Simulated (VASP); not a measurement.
A run of VASP 6.6.1:

The input INCAR:

```
SYSTEM = NaF
PREC     = Accurate       ! precision mode
ENCUT    = 520            ! plane-wave cutoff, eV
EDIFF    = 1E-6           ! SCF threshold, eV
ISMEAR   = 0              ! smearing method
SIGMA    = 0.05           ! smearing width, eV
LREAL    = .FALSE.        ! projectors in reciprocal space
LASPH    = .TRUE.         ! aspherical terms in the spheres
NELM     = 60             ! most SCF steps
ALGO     = Fast           ! electronic algorithm
ISIF     = 2              ! what is computed and relaxed
LWAVE    = .FALSE.        ! write WAVECAR
LCHARG   = .FALSE.        ! write CHGCAR
GGA      = PS             ! functional
NBANDS   = 14             ! bands
```

File KPOINTS:

```
regular mesh
0
G
  8 8 8
  0 0 0
```

POSCAR

```
NaF
1.0
    0.0000000000      2.3233000000      2.2768340000
    2.3233000000      0.0000000000      2.2768340000
    2.3233000000      2.3233000000      0.0000000000
Na F
1 1
Direct
    0.0000000000      0.0000000000      0.0000000000
    0.5000000000      0.5000000000      0.5000000000
```

Potentials or basis: VASP PAW PBE potentials, release 64 (Na_pv, F).

Command:

```console
$ cat potpaw_PBE.64/Na_pv/POTCAR potpaw_PBE.64/F/POTCAR > POTCAR
$ mpirun -np 1 vasp_std > vasp.out
```

Hardware: 1 thread of Intel(R) Xeon(R) Platinum 8488C (Sapphire Rapids) (shared host).

Q: How long does it take, and how much memory?

A: It took 10 s on 1 thread of Intel(R) Xeon(R) Platinum 8488C (Sapphire Rapids), with other jobs on the host, peak memory 0.13 GiB. Counts: scf iterations 15, k points 59.
